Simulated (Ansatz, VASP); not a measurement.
## GaN: VASP beside Ansatz

```
Ga N
1.0
     0.00000    2.27405    2.27405
     2.27405    0.00000    2.27405
     2.27405    2.27405    0.00000
Ga N
1 1
Direct
  0.25000 0.25000 0.25000
  0.00000 0.00000 0.00000
```

Alike in both runs: task relaxation of cell and atoms; functional PBE; k mesh 10 × 10 × 10; occupations gaussian, width 0.02 eV; no spin polarisation.

|  | VASP | Ansatz |
| --- | --- | --- |
| version | VASP 6.6.1 | Ansatz 0.2.0 |
| potentials or method | VASP PAW PBE potentials, release 64 (Ga_d, N) | scalar-relativistic, plane waves, PAW |
| plane-wave cutoff (eV) | 600 | 420 |
| valence electrons in the cell | 18 | 18 |

```tsv
	VASP	Ansatz	Ansatz less VASP
gap on the k mesh at the Fermi level, each at its own relaxed structure (eV)	1.55	1.54	-0.006
relaxed volume (Å³/atom)	11.76	11.76	0.000
relaxed cell length with the largest relative difference (Å)	3.216	3.216	0.0000
```

Caveats: the relaxation stopped at its first step, so nothing moved. Expect the measured gap to be larger: semilocal functionals such as PBE lack the derivative discontinuity.
